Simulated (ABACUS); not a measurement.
**Bi under changes of volume**

One of the cells (31.117 Å³/atom); the others are scaled copies at fixed shape and fractional positions:

```
CELL_PARAMETERS angstrom
-1.98143 1.98143 1.98143
1.98143 -1.98143 1.98143
1.98143 1.98143 -1.98143
ATOMIC_POSITIONS crystal
Bi 0.00000 0.00000 0.00000
```

This isn't the form of Bi at room conditions, which is rhombohedral.

- Program: ABACUS 3.10.1
- Functional: PBE
- Potentials or basis: PseudoDojo NC SR 0.4.1 PBE standard
- Cutoff: 1361 eV
- Density cutoff: 5442 eV
- Basis: DZP LCAO (the cutoffs set its grid)
- k mesh: 9 × 9 × 9
- Occupations: fermi-dirac, width 0.05 eV
- Spin: no spin polarisation

| volume (Å³/atom) | energy over the lowest point (meV/atom) | pressure (GPa) |
| --- | --- | --- |
| 29.250 | ? | ? |
| 29.872 | 44.23 | 5.6 |
| 30.495 | 25.25 | 4.1 |
| 31.117 | 11.92 | 2.8 |
| 31.739 | 3.70 | 1.5 |
| 32.362 | 0.00 | 0.5 |
| 32.984 | 0.33 | -0.5 |

Q: What does the run at 29.250 Å³/atom give?

A: Energy over the lowest point 69.33 meV/atom; pressure 7.2 GPa.

Worked out: A Birch-Murnaghan fit of order 3 (a polynomial in V^(-2/3)) to the other rows has its minimum at 32.61 Å³/atom with B0 = V·E''(V) = 52 GPa and B' = 4.9. It gives 69.56 meV/atom at 29.250 Å³/atom, against the run's 69.33, and -dE/dV = 7.4 GPa, against 7.2.

Energies are extrapolated to zero smearing.

Caveats: the atomic orbitals were generated for these runs and aren't a published set; the basis of atomic orbitals isn't converged, which shifts pressures, moduli and gaps.
